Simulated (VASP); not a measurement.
A run of VASP 6.6.1 is set up as follows.

File POSCAR:

```
MgSi
5.6302
    0.266866541153     -0.963734147988      0.000000000000
    0.266866541153      0.963734147988      0.000000000000
    0.000000000000      0.000000000000      0.770874569287
Si Mg
2 2
Direct
    0.5706380000      0.4293620000      0.7500000000
    0.4293620000      0.5706380000      0.2500000000
    0.1683810000      0.8316190000      0.2500000000
    0.8316190000      0.1683810000      0.7500000000
```

Contents of INCAR.step1:

```
SYSTEM = MgSi
  PREC = Accurate
  ENCUT = 520
  EDIFF = 1E-5
  ISMEAR = 0
  SIGMA = 0.1
  LREAL = .FALSE.
  LASPH = .TRUE.
  NELM = 100
  ALGO = Normal
  ISIF = 2
  LWAVE = .TRUE.
  NBANDS = 14
  GGA = PE
```

INCAR.step2

```
SYSTEM = MgSi
  PREC = Accurate
  ENCUT = 520
  EDIFF = 1E-6
  ISMEAR = 0
  SIGMA = 0.1
  LREAL = .FALSE.
  LASPH = .TRUE.
  NELM = 100
  ALGO = Normal
  ISIF = 2
  LWAVE = .FALSE.
  LCHARG = .TRUE.
  METAGGA = R2SCAN
  LHFCALC = .TRUE.
  AEXX = 0.1
  LMIXTAU = .TRUE.
  PRECFOCK = Fast
  IVDW = 12
  VDW_S6 = 1.0
  VDW_S8 = 1.1236
  VDW_A1 = 0.4709
  VDW_A2 = 5.9157
  LELF = .TRUE.
  LVHAR = .TRUE.
  NBANDS = 14
  ISTART = 1
```

Contents of KPOINTS:

```
Automatic mesh
0
G
  5 5 3
  0 0 0
```

Potentials or basis: VASP PAW PBE potentials, release 64 (Si, Mg).

The run is started by

```console
$ cat potpaw_PBE.64/Si/POTCAR potpaw_PBE.64/Mg/POTCAR > POTCAR
$ cp INCAR.step1 INCAR
$ mpirun -np 1 vasp_std > vasp.out
$ cp INCAR.step2 INCAR
$ mpirun -np 1 vasp_std > vasp.out
```

Problem. Estimate the dispersion energy per atom.

Solution. -0.195 eV.

Problem. What does it give for the pressure?

Solution. -4.0 GPa.

Problem. Estimate the largest force.

Solution. 0.306 eV/Å.

Stress tensor (GPa, compression positive):
```
-0.66  0.00  0.00
 0.00 -3.77  0.00
 0.00  0.00 -7.66
```

Caveat: the k mesh is coarse (spacing up to 0.48 Å⁻¹), so the values aren't converged, least of all with exact exchange; the PAW data sets were made with another functional, which shifts forces and pressure a little; pairwise dispersion overbinds metals, which lowers pressure and volume.
